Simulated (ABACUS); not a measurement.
Tm:

```
Tm
1.0
    -1.97055    1.97055    1.97055
     1.97055   -1.97055    1.97055
     1.97055    1.97055   -1.97055
Tm
1
Direct
  0.00000 0.00000 0.00000
```

This isn't the form of Tm at room conditions, which is hcp.

| Item | Value |
| --- | --- |
| Program | ABACUS 3.10.1 |
| Task | single point |
| Functional | PBE |
| Potentials or basis | PseudoDojo NC SR 0.4.1 PBE standard, lanthanides 3+ (f in core) |
| Cutoff | 1361 eV |
| Density cutoff | 5442 eV |
| Basis | DZP LCAO (the cutoffs set its grid) |
| k mesh | 10 × 10 × 10 |
| Occupations | fermi-dirac, width 0.05 eV |
| Spin | collinear spin, ferromagnetic start |
| Starting moments | [1.0] μB |

On this cell: net moment 0.00 μB per cell; band gap on the k mesh none (metal or under the smearing width).

The same run follows on a disturbed copy (cell strained at random at fixed volume):

```xyz
1
Lattice="-1.9876 1.9562 1.9719 1.9367 -1.9714 1.9362 2.0198 2.0036 -1.9871" Properties=species:S:1:pos:R:3 pbc="T T T"
Tm    0.0746   -0.0395   -0.0238
```

Problem. What does the disturbed cell give?

Solution. The energy (extrapolated to zero smearing) moves by +1.9 meV/atom; net moment 0.00 μB per cell; band gap on the k mesh none (metal or under the smearing width).

Caveats: the atomic orbitals were generated for these runs and aren't a published set; the magnetic or orbital state may not be the lowest; all typed moments are zero, and the program then starts from 1 μB on every atom; spin-orbit coupling is left out, which moves the levels of the heavy elements; the 4f electrons are frozen in the core as for a trivalent ion, so they carry no moment and show no levels; the basis of atomic orbitals isn't converged, which shifts pressures, moduli and gaps.
